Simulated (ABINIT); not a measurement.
Input of an ABINIT 10.8.3 (patched build) run:

run.abi

```
# Pseudopotentials
pp_dirpath "./"
pseudos "Zn.LDA_PW-JTH.xml, S.LDA_PW-JTH.xml"

# Structure
acell 3*1.0
rprim
     7.2238560566     0.0000000000     0.0000000000
    -3.6119280283     6.2560428582     0.0000000000
     0.0000000000     0.0000000000    23.6593710803
ntypat 2
znucl 30 16
natom 8
typat 1 1 1 1 2 2 2 2
xred
     0.6666666667     0.3333333333     0.7500000000
     0.3333333333     0.6666666667     0.2500000000
     0.0000000000     0.0000000000     0.5000000000
     0.0000000000     0.0000000000     0.0000000000
     0.6666666667     0.3333333333     0.9375000000
     0.3333333333     0.6666666667     0.4375000000
     0.0000000000     0.0000000000     0.6875000000
     0.0000000000     0.0000000000     0.1875000000

# Plane-wave basis
ecut 20.0
pawecutdg 40.0

# k points
kptopt 1
ngkpt 6 6 2
nshiftk 1
shiftk 0.0 0.0 0.0

# Exchange and correlation
ixc 7

# Bands and occupations
nband 44
occopt 3
tsmear 0.05 eV

# SCF cycle
nstep 100
tolvrs 1.0e-9

# Output
iomode 3
prtwf 0
prtden 0
prteig 0
prtebands 0
enunit 2
prtvol 2
```

Potentials or basis: JTH PAW LDA v2.0.

The run is started by

```console
$ abinit run.abi > log 2>&1
```

Predict the band gap on the k mesh.

1.86 eV, direct.

Predict the largest force.

0.040 eV/Å.

Forces on the atoms (eV/Å):
```
Zn   0.000  0.000  0.002
Zn   0.000  0.000  0.002
Zn   0.000  0.000  0.020
Zn   0.000  0.000  0.020
S    0.000  0.000  0.017
S    0.000  0.000  0.017
S    0.000  0.000 -0.040
S    0.000  0.000 -0.040
```

**Measured values to compare with.**

A printed reference work, monograph reports, for a bulk crystal of ZnS at 4 K: band gap 3.911 eV (direct).

A measured gap of ZnS is 3.911 eV (direct; 4 K; a printed reference work, monograph); the calculated 1.86 eV misses it by -2.05 eV. So large a miss can be the level of theory's own, or it may mean another phase, state or a wrong row. The value is that of LDA, without temperature or zero-point motion. Semilocal functionals fall short of measured gaps as a rule.
